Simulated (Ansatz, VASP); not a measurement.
Given: the input of a run of VASP 6.6.1 on Mg.

The input INCAR:

```
SYSTEM = Mg
  PREC = Accurate
  ENCUT = 520
  EDIFF = 1E-6
  ISMEAR = -1
  SIGMA = 0.05
  LREAL = .False.
  LASPH = .True.
  NELM = 80
  ALGO = Normal
  ISIF = 2
  LWAVE = .False.
  LCHARG = .False.
  GGA = PE
  NBANDS = 7
```

File KPOINTS:

```
Automatic mesh
0
Gamma
  10 10 10
  0 0 0
```

The input POSCAR:

```
Mg
1.0
    0.0000000000      2.2882721944      2.2882721944
    2.2882721944      0.0000000000      2.2882721944
    2.2882721944      2.2882721944      0.0000000000
Mg
1
Direct
    0.0000000000      0.0000000000      0.0000000000
```

Potentials or basis: VASP PAW PBE potentials, release 64 (Mg).

Command:

```console
$ cat potpaw_PBE.64/Mg/POTCAR > POTCAR
$ mpirun -np 1 vasp_std > vasp.out
```

Question: Translate it to Ansatz 0.2.0. Potentials there: all-electron LAPW, scalar-relativistic.

Answer: As run (the cutoff follows the program's own potentials):

input.yaml

```yaml
crystal:
  lattice:
    - [0.0, 2.2882721944, 2.2882721944]
    - [2.2882721944, 0.0, 2.2882721944]
    - [2.2882721944, 2.2882721944, 0.0]
  atoms:
    - { symbol: Mg, position: [0.0, 0.0, 0.0] }
kpoints:
  mp_grid: { grid: [10, 10, 10] }
scf:
  occupations: { method: fermi_dirac, width: 0.05 }
hamiltonian:
  xc: pbe
  pseudopotentials: { kind: all_electron, lapw: { basis_error: 0.0005 } }
output:
  forces: true
  stress: true
  eigenvalues: true
```

Potentials or basis: all-electron LAPW, scalar-relativistic.

The run is started by

```console
$ ansatz run input.yaml --threads 1 --pin off --max-ram 2560MiB --backend cpu --events-out ev --progress --plain --runs-dir out
```

Both were run:

|  | VASP | Ansatz | Ansatz less VASP |
| --- | --- | --- | --- |
| gap on the k mesh at the Fermi level (eV) | none | none | - |
| pressure (GPa) | -1.3 | -1.2 | +0.10 |

A gap of «none» marks a metal or a gap that the smearing closes. Ansatz ran all-electron here, so the differences hold the error of VASP's frozen core and of both bases.
